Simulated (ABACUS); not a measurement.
W: equation of state with LDA

W:

```
W
1.0
    -1.58234    1.58234    1.58234
     1.58234   -1.58234    1.58234
     1.58234    1.58234   -1.58234
W
1
Direct
  0.00000 0.00000 0.00000
```

```yaml
Program: ABACUS 3.10.1
Task: equation of state
Functional: LDA
Potentials_or_basis: PseudoDojo NC SR 0.4.1 LDA stringent
Cutoff: 1687 eV
Density_cutoff: 6748 eV
Basis: DZP LCAO (the cutoffs set its grid)
k_mesh: 11 × 11 × 11
Occupations: fermi-dirac, width 0.05 eV
Spin: no spin polarisation
```

```
Equilibrium volume                      : 15.47 Å³/atom
Bulk modulus                            : 332 GPa
Pressure derivative of the bulk modulus : 4.0 (rough: it moves with the points fitted)
```

Energy against volume, from the lowest point:
```tsv
volume (Å³/atom)	energy (meV/atom)
14.897	23.50
15.531	0.00
16.165	29.49
16.798	102.14
```

All runs of the series together: 21 s on 4 threads of Intel(R) Xeon(R) Platinum 8375C CPU @ 2.90GHz (Ice Lake) (shared host).

Caveat: the atomic orbitals were generated for these runs and aren't a published set; the basis of atomic orbitals isn't converged, which shifts pressures, moduli and gaps. The run has no spin-orbit coupling, so splittings on W are missing.
